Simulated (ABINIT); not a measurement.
# MgS (P1) in ABINIT: single point with PW91

Aim: the single point of MgS with PW91.

Everything below comes from runs of ABINIT 10.8.3 (patched build). Logs are shortened: lines on timing, memory, paths and dates and some standing lists are left out, and cuts for length are marked. The log counts tension as positive stress, the text compression.

### 1 Starting point

The typed cell holds 4 atoms: a = 4.007 Å, b = 4.007 Å, c = 5.666 Å, α = 90.00°, β = 90.00°, γ = 90.00°.

The cell comes from a database or a generator and needn't be the stable form of this composition.

### 2 Single point, PW91

Input file run.abi:

```
# Pseudopotentials
pp_dirpath "./"
pseudos "Mg.upf, S.upf"

# Structure
acell 4.0066367985 4.0066367985 5.66624009 Angstrom
rprim
     0.0000000000    -0.7071067812    -0.7071067812
     0.0000000000     0.7071067812    -0.7071067812
     1.0000000000     0.0000000000     0.0000000000
ntypat 2
znucl 12 16
natom 4
typat 1 1 2 2
xred
     0.4697814200     0.4732808100     0.5117058500
     0.0042392000     0.0179262600     0.9790140900
     0.0224792200     0.5068550900     0.2410368000
     0.5035001700     0.0019378400     0.7682432600
chkprim 0
chksymtnons 0
tolsym 1.0e-6

# Plane-wave basis
ecut 42.0

# k points
kptopt 1
ngkpt 5 5 4
nshiftk 1
shiftk 0.0 0.0 0.0

# Exchange and correlation
ixc -109134

# Bands and occupations
nband 20
occopt 3
tsmear 0.05 eV

# SCF cycle
nstep 100
tolvrs 1.0e-10

# Output
iomode 3
prtwf 0
prteig 0
prtebands 0
prtvol 2
prtden 1
prtvha 1
prtvclmb 1
prtpot 1
prtelf 1
```

Potentials or basis: PseudoDojo NC SR PBE v0.4.1 standard.

Run with:

```
abinit run.abi > log 2>&1
```

run.abo:

```text
.Version 10.8.3 of ABINIT
 Symmetries : space group P1 (#  1); Bravais aP (primitive triclinic)
================================================================================
 Values of the parameters that define the memory need of the present run
     intxc =       0    ionmov =       0      iscf =       7    lmnmax =       6
     lnmax =       6     mgfft =      64  mpssoang =       3    mqgrid =    3124
     natom =       4  nloc_mem =       1    nspden =       1   nspinor =       1
    nsppol =       1      nsym =       1    n1xccc =    2501    ntypat =       2
    occopt =       3   xclevel =       2
       mpw =        8009          nfft =      147456          nkpt =          51
================================================================================
================================================================================

--------------------------------------------------------------------------------
------------- Echo of variables that govern the present computation ------------
--------------------------------------------------------------------------------
 -outvars: echo values of preprocessed input variables --------
            acell      7.5714462351E+00  7.5714462351E+00  1.0707641934E+01 Bohr
              amu      2.43050000E+01  3.20660000E+01
          chkprim           0
      chksymtnons           0
             ecut      4.20000000E+01 Hartree
              ixc     -109134
         kptrlatt        5    0    0      0    5    0      0    0    4
          kptrlen      3.78572312E+01
            natom           4
            nband          20
            ngfft          48      48      64
             nkpt          51
            nstep         100
             nsym           1
           ntypat           2
           occopt           3
        prtebands           0
           prteig           0
           prtelf           1
           prtpot           1
         prtvclmb           1
           prtvha           1
           prtvol           2
            prtwf           0
            rprim      0.0000000000E+00 -7.0710678120E-01 -7.0710678120E-01
                       0.0000000000E+00  7.0710678120E-01 -7.0710678120E-01
                       1.0000000000E+00  0.0000000000E+00  0.0000000000E+00
          spgroup           1
           tolsym      1.00000000E-06
           tolvrs      1.00000000E-10
           tsmear      1.83746611E-03 Hartree
            typat      1  1  2  2
           xangst      2.8994482016E+00  9.9141919719E-03 -2.6718085122E+00
                       5.5473288854E+00  3.8777084112E-02 -6.2797409144E-02
                       1.3657723793E+00  1.3722949890E+00 -1.4996676468E+00
                       4.3530507587E+00 -1.4209862935E+00 -1.4319665602E+00
            xcart      5.4791630172E+00  1.8735107586E-02 -5.0489863490E+00
                       1.0482932324E+01  7.3278068933E-02 -1.1866990470E-01
                       2.5809357473E+00  2.5932616933E+00 -2.8339611324E+00
                       8.2260737461E+00 -2.6852749233E+00 -2.7060246202E+00
             xred      4.6978142000E-01  4.7328081000E-01  5.1170585000E-01
                       4.2392000000E-03  1.7926260000E-02  9.7901409000E-01
                       2.2479220000E-02  5.0685509000E-01  2.4103680000E-01
                       5.0350017000E-01  1.9378400000E-03  7.6824326000E-01
            znucl       12.00000   16.00000

================================================================================

 chkinp: Checking input parameters for consistency.

================================================================================
== DATASET  1 ==================================================================

--- !DatasetInfo
iteration_state: {dtset: 1, }
dimensions: {natom: 4, nkpt: 51, mband: 20, nsppol: 1, nspinor: 1, nspden: 1, mpw: 8009, }
cutoff_energies: {ecut:  42.0, pawecutdg:  -1.0, }
electrons: {nelect:   3.20000000E+01, charge:   0.00000000E+00, occopt:   3.00000000E+00, tsmear:   1.83746611E-03, }
meta: {optdriver: 0, ionmov: 0, optcell: 0, iscf: 7, paral_kgb: 0, }
...

 Real(R)+Recip(G) space primitive vectors, cartesian coordinates (Bohr,Bohr^-1):
 R(1)=  0.0000000 -5.3538210 -5.3538210  G(1)=  0.0000000 -0.0933912 -0.0933912
[... 308 lines left out ...]
  -0.2000  0.4000  0.5000    1  3.21422E-14 kpt; spin; max resid(k); each band:
  8.04E-17 1.29E-16 2.54E-17 3.15E-17 2.61E-17 6.39E-17 2.79E-17 4.90E-17
  4.25E-17 1.09E-16 5.99E-17 8.10E-17 5.69E-17 4.98E-17 9.31E-17 3.15E-17
  2.10E-16 1.98E-16 1.88E-16 3.21E-14
 reduced coordinates (array xred) for    4 atoms
       0.469781420000      0.473280810000      0.511705850000
       0.004239200000      0.017926260000      0.979014090000
       0.022479220000      0.506855090000      0.241036800000
       0.503500170000      0.001937840000      0.768243260000
 rms dE/dt=  1.2256E-01; max dE/dt=  2.1237E-01; dE/dt below (all hartree)
    1      -0.120792463298     -0.086812307398      0.078612464431
    2      -0.004940978568      0.025110356654     -0.288955592909
    3       0.125390233356     -0.015111918595     -0.032030088142
    4      -0.003028565093      0.075475829430      0.212370758269

 cartesian coordinates (angstrom) at end:
    1      2.89944820155753     0.00991419197186    -2.67180851223411
    2      5.54732888543287     0.03877708411189    -0.06279740914402
    3      1.36577237932531     1.37229498904521    -1.49966764682705
    4      4.35305075868429    -1.42098629346016    -1.43196656017564

 cartesian forces (hartree/bohr) at end:
    1     -0.00804220757021    -0.00312596579385    -0.01927850391612
    2      0.02628543054235    -0.00275904834401     0.00199360714130
    3      0.00229083804875     0.01316915395540     0.01040899281388
    4     -0.02053406102088    -0.00728413981754     0.00687590396095
 frms,max,avg= 1.2772452E-02 2.6285431E-02   7.005E-04 -4.748E-05 -1.100E-04 h/b

 cartesian forces (eV/Angstrom) at end:
    1     -0.41354694061465    -0.16074362408898    -0.99134052988978
    2      1.35165118390976    -0.14187597021221     0.10251540101056
    3      0.11779962879982     0.67718512375979     0.53525193119891
    4     -1.05590387209494    -0.37456552945859     0.35357319768031
 frms,max,avg= 6.5678587E-01 1.3516512E+00   3.602E-02 -2.442E-03 -5.655E-03 e/A
 length scales=  7.571446235149  7.571446235149 10.707641933739 bohr
              =  4.006636798500  4.006636798500  5.666240090000 angstroms
 Fermi (or HOMO) energy (hartree) =   0.12783   Average Vxc (hartree)=  -0.31584
 Eigenvalues (hartree) for nkpt=  51  k points:
 kpt#   1, nband= 20, wtk=  0.01000, kpt=  0.0000  0.0000  0.0000 (reduced coord)
  -2.66861   -2.65771   -1.44892   -1.44833   -1.44715   -1.43803   -1.43756   -1.43715
  -0.36546   -0.32436   -0.05060    0.00634    0.01360    0.04870    0.05876    0.06161
   0.17190    0.20125    0.25812    0.34414
      occupation numbers for kpt#   1
   2.00000    2.00000    2.00000    2.00000    2.00000    2.00000    2.00000    2.00000
   2.00000    2.00000    2.00000    2.00000    2.00000    2.00000    2.00000    2.00000
   0.00000    0.00000    0.00000    0.00000
 kpt#   2, nband= 20, wtk=  0.02000, kpt=  0.2000  0.0000  0.0000 (reduced coord)
  -2.66861   -2.65771   -1.44893   -1.44833   -1.44715   -1.43802   -1.43756   -1.43717
  -0.36052   -0.32399   -0.04283   -0.01786    0.01848    0.02329    0.04528    0.05806
   0.20532    0.22951    0.28870    0.33357
      occupation numbers for kpt#   2
   2.00000    2.00000    2.00000    2.00000    2.00000    2.00000    2.00000    2.00000
   2.00000    2.00000    2.00000    2.00000    2.00000    2.00000    2.00000    2.00000
   0.00000    0.00000    0.00000    0.00000
 kpt#   3, nband= 20, wtk=  0.02000, kpt=  0.4000  0.0000  0.0000 (reduced coord)
[... 376 lines left out ...]
  -2.66861   -2.65771   -1.44894   -1.44837   -1.44715   -1.43803   -1.43759   -1.43720
  -0.34144   -0.31826   -0.04593   -0.03362   -0.01948   -0.00297    0.01582    0.02401
   0.24690    0.27492    0.31140    0.33205
      occupation numbers for kpt#  50
   2.00000    2.00000    2.00000    2.00000    2.00000    2.00000    2.00000    2.00000
   2.00000    2.00000    2.00000    2.00000    2.00000    2.00000    2.00000    2.00000
   0.00000    0.00000    0.00000    0.00000
 kpt#  51, nband= 20, wtk=  0.02000, kpt= -0.2000  0.4000  0.5000 (reduced coord)
  -2.66861   -2.65771   -1.44893   -1.44836   -1.44715   -1.43803   -1.43759   -1.43717
  -0.34662   -0.32292   -0.05552   -0.04314   -0.00558    0.02359    0.03432    0.04383
   0.26887    0.27524    0.27987    0.30801
      occupation numbers for kpt#  51
   2.00000    2.00000    2.00000    2.00000    2.00000    2.00000    2.00000    2.00000
   2.00000    2.00000    2.00000    2.00000    2.00000    2.00000    2.00000    2.00000
   0.00000    0.00000    0.00000    0.00000
 Total charge density [el/Bohr^3]
)     Maximum=    3.4027E+00  at reduced coord.    0.4375    0.4792    0.4844
)Next maximum=    3.4024E+00  at reduced coord.    0.4375    0.4583    0.4844
)     Minimum=    1.3576E-03  at reduced coord.    0.5000    0.0000    0.7656
)Next minimum=    1.6215E-03  at reduced coord.    0.5208    0.0000    0.2656
   Integrated=    3.2000E+01

--- !EnergyTerms
iteration_state     : {dtset: 1, }
comment             : Components of total free energy in Hartree
kinetic             :  7.58037668085494E+01
hartree             :  5.13188517837363E+01
xc                  : -2.24145960437986E+01
Ewald energy        : -6.69553426867571E+01
psp_core            :  1.90249468468523E+00
local_psp           : -1.47704140042097E+02
non_local_psp       : -3.31151598267484E+01
internal            : -1.41164125322430E+02
'-kT*entropy'       : -3.26289505333174E-14
total_energy        : -1.41164125322430E+02
total_energy_eV     : -3.84127153822471E+03
band_energy         : -2.92739493937131E+01
...

 Cartesian components of stress tensor (hartree/bohr^3)
  sigma(1 1)= -5.33515622E-05  sigma(3 2)= -6.57249455E-05
  sigma(2 2)= -8.31882936E-05  sigma(3 1)=  1.75170466E-05
  sigma(3 3)= -6.65937738E-05  sigma(2 1)=  4.97677071E-05

-Cartesian components of stress tensor (GPa)         [Pressure=  1.9921E+00 GPa]
- sigma(1 1)= -1.56965715E+00  sigma(3 2)= -1.93369466E+00
- sigma(2 2)= -2.44748410E+00  sigma(3 1)=  5.15369304E-01
- sigma(3 3)= -1.95925647E+00  sigma(2 1)=  1.46421649E+00

== END DATASET(S) ==============================================================
================================================================================

 -outvars: echo values of variables after computation  --------
            acell      7.5714462351E+00  7.5714462351E+00  1.0707641934E+01 Bohr
           etotal     -1.4116412532E+02
            fcart     -8.0422075702E-03 -3.1259657938E-03 -1.9278503916E-02
                       2.6285430542E-02 -2.7590483440E-03  1.9936071413E-03
                       2.2908380487E-03  1.3169153955E-02  1.0408992814E-02
                      -2.0534061021E-02 -7.2841398175E-03  6.8759039609E-03
            rprim      0.0000000000E+00 -7.0710678120E-01 -7.0710678120E-01
                       0.0000000000E+00  7.0710678120E-01 -7.0710678120E-01
                       1.0000000000E+00  0.0000000000E+00  0.0000000000E+00
           strten     -5.3351562184E-05 -8.3188293610E-05 -6.6593773792E-05
                      -6.5724945476E-05  1.7517046599E-05  4.9767707086E-05
           xangst      2.8994482016E+00  9.9141919719E-03 -2.6718085122E+00
                       5.5473288854E+00  3.8777084112E-02 -6.2797409144E-02
                       1.3657723793E+00  1.3722949890E+00 -1.4996676468E+00
                       4.3530507587E+00 -1.4209862935E+00 -1.4319665602E+00
             xred      4.6978142000E-01  4.7328081000E-01  5.1170585000E-01
                       4.2392000000E-03  1.7926260000E-02  9.7901409000E-01
                       2.2479220000E-02  5.0685509000E-01  2.4103680000E-01
                       5.0350017000E-01  1.9378400000E-03  7.6824326000E-01
 Calculation completed.
```

Run time: 3.8 min. Hardware: 1 thread of Intel Xeon 6975P-C (Granite Rapids), shared host; peak memory 0.22 GiB.

Results:

```yaml
Free_energy: -3841.2715 eV
Pressure: 2.0 GPa
Largest_force: 1.363 eV/Å
Band_gap_on_the_k_mesh: 3.00 eV, direct
Valence_electrons_inside_the_program's_atomic_spheres: Mg 8.30, 8.34; S 3.96, 4.02
```

Forces on the atoms (eV/Å):
```
Mg  -0.414 -0.161 -0.991
Mg   1.352 -0.142  0.103
S    0.118  0.677  0.535
S   -1.056 -0.375  0.354
```

Levels at points of the mesh, in eV from the valence-band top:
| k point | band 14 | band 15 | band 16 | band 17 | band 18 | band 19 |
| --- | --- | --- | --- | --- | --- | --- |
| (0.00, 0.00, 0.00) | -0.35 | -0.08 | 0.00 | 3.00 | 3.80 | 5.35 |
| (0.00, 0.00, 0.50) | -1.06 | -0.43 | -0.34 | 4.58 | 5.21 | 5.98 |

Caveat: this build's PW91 may differ from other programs'; the potentials were made for another functional, which shifts forces and pressure. As with any semilocal functional, this PW91 gap is likely too small.
